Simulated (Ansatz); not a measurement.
# Ti5O: the cost of one run

Program: Ansatz 0.2.0. Level of theory: DFT PBE, scalar-relativistic, plane waves, PAW. These are calculated values, not measurements.

4 further runs of the same task are left out: 1 that didn't finish, 3 set aside as unsound or not needed.

## Step 1: The starting structure

Symmetry: P6_3/mmc, No. 194, hexagonal system. The conventional cell has a = 2.938 Å, b = 2.938 Å, c = 4.650 Å, α = 90.00°, β = 90.00°, γ = 120.00°. Around Ti (site symmetry -6m2) lie 12 Ti at 2.88 to 2.94 Å.

As a file:

```xyz
2
Lattice="2.9382 0.0000 0.0000 -1.4691 2.5445 0.0000 0.0000 0.0000 4.6505" Properties=species:S:1:pos:R:3 pbc="T T T"
Ti    0.0000    1.6963    1.1626
Ti    1.4691    0.8482    3.4878
```

This cell was relaxed beforehand with the same method: volume 17.38 Å³/atom, gap on the mesh none (metal).

## Step 4: Plan of the scan

Atoms count from 1 in the order of the input.

O is moved over the surface cell; relaxed at each place: the height of the adsorbate's atoms; substrate rigid; the origin of the map has the adsorbate above Ti5.

First coordinate, position of O6 along the first surface vector, from above Ti5: 6 values from 0.000 to 0.833, periodic. Second coordinate, position of O6 along the second surface vector, from above Ti5: 6 values from 0.000 to 0.833, periodic.

Relaxed at each point: the height of the adsorbate's atoms; substrate rigid. Points are written as (first, second).

The two vectors of the plane (Å): (2.938, 0.000, 0.000); (-1.469, 2.545, 0.000).

(The set-up runs are not shown.)

## Step 5: Grid point (0/6, 0/6) of the map's two axes

The input, input.yaml:

```yaml
crystal:
  lattice:
    - [2.9381632086, 0.0, 0.0]
    - [-1.4690816043, 2.5445239791, 0.0]
    - [0.0, 0.0, 24.711706814]
  atoms:
    - { symbol: Ti, position: [0.6666666667, 0.3333333333, 0.1618666015] }
    - { symbol: Ti, position: [0.3333333333, 0.6666666667, 0.2559609806] }
    - { symbol: Ti, position: [0.6666666667, 0.3333333333, 0.3506708119] }
    - { symbol: Ti, position: [0.3333333333, 0.6666666667, 0.4475655916] }
    - { symbol: Ti, position: [0.6666666667, 0.3333333333, 0.5346335206] }
    - { symbol: O, position: [0.6666666667, 0.3333333333, 0.6260881505] }
basis:
  ecutwfc: 420
kpoints:
  mp_grid: { grid: [9, 9, 1] }
hamiltonian:
  xc: pbe
  pseudopotentials: { kind: paw, azcp: { folder: soft_1 } }
scf:
  occupations: { method: gaussian, width: 0.1 }
output:
  forces: true
  eigenvalues: true
relax:
  adjacent_minimum: "off"
  f_tol: 0.025
  max_steps: 16
  constraints: [{ sites: [0, 1, 2, 3, 4] }, { sites: [5], fix: xy }]
efield:
  axis: 3
  dipole_correction: true
  ramp_width: 0.04
```

The run is started by

```console
$ ansatz run input.yaml --threads 1 --pin off --max-ram 3072MiB --backend cpu --events-out ev --progress --plain --runs-dir out
```

Q: Estimate wall time and peak memory on 1 thread of Arm Neoverse V1, shared host.

About 94 s, with a peak of 0.39 GiB.
